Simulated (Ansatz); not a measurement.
Al: the change of pressure with volume per atom

All results are calculated (Ansatz 0.2.0 development build). Equation of state of a cubic crystal from periodic Kohn-Sham density functional theory without spin; pressure corrected for the finite basis.

Cell of the first row (space group Fd-3m, No. 227):
```
cell vectors (Å)
   0.0000     2.9606     2.9606
   2.9606     0.0000     2.9606
   2.9606     2.9606     0.0000
atoms (fractions of the cell vectors)
Al  0.00000  0.00000  0.00000
Al  0.25000  0.25000  0.25000
```

Settings of every row: formula Al; structure type diamond; functional PBE; spin treatment none; k mesh 11x11x11; occupation method fermi-dirac; occupation width 0.061225619 eV; wave cutoff 700 eV; datasets hard PAW; density cutoff ratio 4.

Limits: a cubic model structure, not a phase known at ambient conditions; modest k-mesh, values are not fully converged in k; the SCF threshold is loose for a stress in some rows.

| row | volume per atom (Å³) | pressure (GPa) | energy above lowest point (meV/atom) |
| --- | --- | --- | --- |
| 1 | 25.951 | 2.698 | 13.41 |
| 2 | 26.503 | 1.717 | 5.83 |
| 3 | 27.055 | 0.831 | 1.46 |
| 4 | 27.607 | ? | ? |
| 5 | 28.159 | -0.692 | 1.16 |
| 6 | 28.712 | -1.343 | 4.69 |
| 7 | 29.264 | -1.929 | 10.34 |

Question: what pressure should row 4 give?

Worked fit of pressure. Take u = (V_r/V)^(2/3) − 1 with V_r = 27.607 Å³ an atom, which is twice the finite (Eulerian) strain; such expansions in the strain, on which the Birch-Murnaghan equation of state is built, carry the rest volume and the bulk modulus. The shown rows have u = 0.0421, 0.02758, 0.01356, -0.01311, -0.02582, -0.03811. Least squares give pressure = 0.0303 + 57.014 × u + 148.89 × u² + 47 × u³ GPa; a parabola predicts inner rows, each left out in turn, worse (root mean square 0.0011 against 0.00053 GPa). All shown rows lie on it to the printed digit. The pressure vanishes at u = -0.0005, or V = 27.63 Å³ an atom, and there the bulk modulus at fixed shape and fractions is B = −V dP/dV = (2/3)(1 + u) dP/du = 37.9 GPa. The withheld row has u = 0, so the fit gives 0.0303 + 57.014 × (0) + 148.89 × (0)² + 47 × (0)³ = 0.030 GPa.

The calculation gave 0.031 GPa. The fit lies 0.001 GPa (3.2 % of the value, 0.022 % of the column's range) below it, one unit of the last digit.

The other values of row 4: energy above lowest point 0 meV/atom.
